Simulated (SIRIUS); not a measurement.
# Al: relaxation of cell and atoms with BLYP+D3(BJ)

Crystal: Al.

```xyz
1
Lattice="2.8635 0.0000 0.0000 1.4318 2.4799 0.0000 1.4318 0.8266 2.3380" Properties=species:S:1:pos:R:3 pbc="T T T"
Al    0.0000    0.0000    0.0000
```

```
Program                                     : SIRIUS 7.12.0
Task                                        : relaxation of cell and atoms
Functional                                  : BLYP
Dispersion                                  : D3(BJ)
Potentials or basis                         : PseudoDojo 0.4.1 PBE standard (scalar relativistic)
Cutoff                                      : 557 eV
Density cutoff                              : 2229 eV
k mesh                                      : 11 × 11 × 11
Occupations                                 : fermi-dirac, width 0.05 eV
Spin                                        : no spin polarisation
Libxc names                                 : ["XC_GGA_X_B88", "XC_GGA_C_LYP"]
Energy tol                                  : 1e-08 Ha
Density tol                                 : 1e-06
Mixer                                       : anderson
Mixing beta                                 : 0.7
Max scf                                     : 100
Radial cutoff for the potentials' integrals : 6.5 bohr
Optimizer                                   : BFGS
Fmax                                        : 0.02 eV/Å
Max steps                                   : 30
Target pressure                             : 0 GPa
```

```
Relaxed volume                         : 15.77 Å³/atom
Relaxed cell                           : a = 2.815 Å, b = 2.815 Å, c = 2.815 Å, α = 60.00°, β = 60.00°, γ = 60.00°
Space group after relaxing (to 0.05 Å) : Fm-3m (No. 225)
Energy gained by relaxing              : 8.9 meV/atom
Ionic steps                            : 3
Pressure after relaxing                : 0.2 GPa
Band gap on the k mesh                 : none (metal or under the smearing width)
Dispersion energy per atom             : -0.812 eV
```

Step by step:
```
step  energy change (eV)  largest force (eV/Å)  pressure (GPa)  volume (Å³)
   1              0.0000                0.0000           -3.43        16.60
   2             -0.0046                0.0000           -2.45        16.35
   3             -0.0089                0.0000            0.19        15.77
```

Final structure:
```yaml
crystal:
  lattice:
    - [2.81464, 0.00000, 0.00000]
    - [1.40732, 2.43755, 0.00000]
    - [1.40732, 0.81252, 2.29815]
  atoms:
    - { symbol: Al, position: [0.00000, 0.00000, 0.00000] }
```

Run time: 8.1 s on 1 thread of AMD EPYC 9R45 96-Core Processor (Zen 5), on a shared host, peak memory 0.16 GiB.

Caveat: the potentials were made for another functional, which shifts forces and pressure; pairwise dispersion overbinds metals, which lowers pressure and volume.
